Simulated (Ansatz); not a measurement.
Crystal: ZrS.

```
Zr S
1.0
     0.00000    2.62500    2.62500
     2.62500    0.00000    2.62500
     2.62500    2.62500    0.00000
Zr S
1 1
Direct
  0.00000 0.00000 0.00000
  0.50000 0.50000 0.50000
```

```yaml
Program: Ansatz 0.2.0
Task: relaxation of cell and atoms
Functional: BLYP
Potentials_or_basis: Ansatz PAW
Cutoff: "420 eV (not typed: the program's choice for these potentials)"
k_mesh: 9 × 9 × 9
Occupations: fermi-dirac, width 0.05 eV
Spin: no spin polarisation
```

At the start: volume 18.09 Å³/atom.

Task: How do energy, volume and symmetry change on relaxing?

Result: It ends after 5 steps and the volume is 18.88 Å³/atom (+4.4 %); space group Fm-3m (No. 225, to 0.05 Å).

The path:
| step | energy change (eV) | largest force (eV/Å) | volume (Å³) |
| --- | --- | --- | --- |
| 1 | 0.0000 | 0.0000 | 36.18 |
| 2 | -0.0183 | 0.0000 | 38.62 |
| 3 | -0.0252 | 0.0000 | 37.82 |
| 4 | -0.0253 | 0.0000 | 37.75 |
| 5 | -0.0256 | 0.0000 | 37.75 |

Final structure:
```
Zr S
1.0
     0.00000    2.66265    2.66265
     2.66265    0.00000    2.66265
     2.66265    2.66265    0.00000
Zr S
1 1
Direct
  0.00000 0.00000 0.00000
  0.50000 0.50000 0.50000
```

Caveat: the plane-wave basis is chosen anew once the cell has moved, so the energies of steps on either side of that aren't comparable; the PAW data sets come from PBE, with cores solved anew for the run's functional, which leaves a small shift of forces and pressure.
